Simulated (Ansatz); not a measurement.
Runs of Ansatz 0.2.0 on Sn. It takes space group Im-3m (No. 229, cubic). Conventional cell: a = 3.789 Å, b = 3.789 Å, c = 3.789 Å, α = 90.00°, β = 90.00°, γ = 90.00°. Around Sn (site symmetry m-3m) lie 8 Sn at 3.28 Å. This isn't the form of Sn at room conditions, which is tetragonal (white tin).

```csv
task,level,potentials or basis,spin,cell,k mesh,cutoff (eV),smearing,basis error allowed,pressure (GPa),V0 of scaled cells (Å³/atom),B0 (GPa)
equation of state,PBEsol,"all-electron LAPW, scalar-relativistic",off,"Im-3m, 27.2 Å³/atom",10 × 10 × 10,-,fermi-dirac 0.05 eV,0.001 eV/atom,-,25.98,53
band structure,LDA,"all-electron LAPW, scalar-relativistic",off,"Im-3m, 27.2 Å³/atom",10 × 10 × 10,171,fermi-dirac 0.05 eV,0.001 eV/atom,-3.4,-,-
single point,LDA,"all-electron LAPW, scalar-relativistic",off,"Im-3m, 27.2 Å³/atom",10 × 10 × 10,171,gaussian 0.02 eV,0.001 eV/atom,-3.4,-,-
equation of state,PBEsol,"all-electron LAPW, relativistic spinors","SOC, no magnetisation","P-1, 27.2 Å³/atom",7 × 7 × 7,-,methfessel-paxton 0.1 eV,0.001 eV/atom,-,26.35,(a)
equation of state,PBEsol,"all-electron LAPW, scalar-relativistic",off,"Im-3m, 27.2 Å³/atom",10 × 10 × 10,-,fermi-dirac 0.05 eV,0.0005 eV/atom,-,25.98,53
band structure,PBEsol,"all-electron LAPW, non-relativistic",off,"Im-3m, 27.2 Å³/atom",10 × 10 × 10,170,fermi-dirac 0.05 eV,0.001 eV/atom,-2.5,-,-
band structure,PBEsol,all-electron PAW datasets made for the crystal,off,"Im-3m, 27.2 Å³/atom",10 × 10 × 10,240,fermi-dirac 0.05 eV,-,-2.2,-,-
band structure,PBEsol,"all-electron LAPW, scalar-relativistic",off,"Im-3m, 27.2 Å³/atom",10 × 10 × 10,171,fermi-dirac 0.05 eV,0.001 eV/atom,-2.2,-,-
```

Fill in the values left out.

(a) 58.

Caveats: the cell was scaled at fixed shape and fractional positions, which overstates the stiffness of a crystal with free parameters, most of all of layers and chains (some runs); relativity is left out, which matters for the heavier elements (some runs).

Not every run made on this cell is shown here.
